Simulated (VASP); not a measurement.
**In: relaxation of cell and atoms with r2SCAN**

In:

```
CELL_PARAMETERS angstrom
3.33548 0.00000 0.00000
-1.66774 2.88861 0.00000
0.00000 0.00000 5.50914
ATOMIC_POSITIONS crystal
In 0.66667 0.33333 0.75000
In 0.33333 0.66667 0.25000
```

This isn't the form of In at room conditions, which is tetragonal.

* Program: VASP 6.6.1
* Task: relaxation of cell and atoms
* Functional: r2SCAN
* Potentials or basis: VASP PAW PBE potentials, release 64 (In_d)
* Cutoff: 600 eV
* k mesh: 8 × 8 × 4
* Occupations: fermi-dirac, width 0.05 eV
* Spin: no spin polarisation
* Ladder: gaps
* Further INCAR settings: ALGO = Normal; EDIFF = 1e-07; IBRION = 2; EDIFFG = -0.01; NSW = 40; ISIF = 3

```yaml
Relaxed_volume: 26.91 Å³/atom
Relaxed_cell: a = 3.240 Å, b = 3.240 Å, c = 5.920 Å, α = 90.00°, β = 90.00°, γ = 120.00°
Space_group_after_relaxing_to_0.05_Å: P6_3/mmc (No. 194)
Energy_gained_by_relaxing: 25.6 meV/atom
Ionic_steps: 12
Pressure_after_relaxing: 0.0 GPa
Band_gap_on_the_k_mesh: none (metal or under the smearing width)
```

Step by step:
| step | energy change (eV) | largest force (eV/Å) | pressure (GPa) | volume (Å³) |
| --- | --- | --- | --- | --- |
| 1 | 0.0000 | 0.0000 | -0.11 | 53.08 |
| 2 | -0.0071 | 0.0000 | -0.06 | 52.94 |
| 3 | -0.0204 | 0.0000 | 0.30 | 52.66 |
| 4 | -0.0432 | 0.0000 | 1.31 | 52.04 |
| 5 | -0.0458 | 0.0000 | 1.18 | 52.32 |
| 6 | -0.0469 | 0.0000 | 1.03 | 52.69 |
| 7 | -0.0493 | 0.0000 | 0.67 | 53.09 |
| 8 | -0.0511 | 0.0000 | -0.20 | 54.13 |
| 9 | -0.0512 | 0.0000 | -0.03 | 53.92 |
| 10 | -0.0512 | 0.0000 | -0.01 | 53.89 |
| 11 | -0.0513 | 0.0000 | 0.00 | 53.88 |
| 12 | -0.0513 | 0.0000 | 0.02 | 53.83 |

Final structure:
```
In
1.0
     3.24032    0.00000    0.00000
    -1.62016    2.80620    0.00000
     0.00000    0.00000    5.91951
In
2
Direct
  0.66667 0.33333 0.75000
  0.33333 0.66667 0.25000
```

Levels at points of the mesh, in eV from the Fermi level:
```
           k point  band 9  band 10  band 11  band 12  band 13  band 14  band 15  band 16  band 17
(0.00, 0.00, 0.00)  -14.98   -14.98    -9.91    -5.76    -3.81     8.16    10.13    10.13    11.75
(0.50, 0.00, 0.00)  -14.87   -14.86    -4.59    -4.03    -0.49    -0.49     0.93     2.96     5.20
(0.00, 0.00, 0.50)  -15.02   -15.02    -8.69    -8.69     1.51     1.51    11.00    11.00    11.00
(0.50, 0.00, 0.50)  -14.87   -14.87    -3.44    -3.44    -2.80    -2.80     5.37     5.37     6.49
```

Wall time 14 min on 1 thread of Intel(R) Xeon(R) 6975P-C (Granite Rapids), on a shared host, peak memory 0.2 GiB.

Caveat: the PAW data sets were made with another functional, which shifts forces and pressure a little.
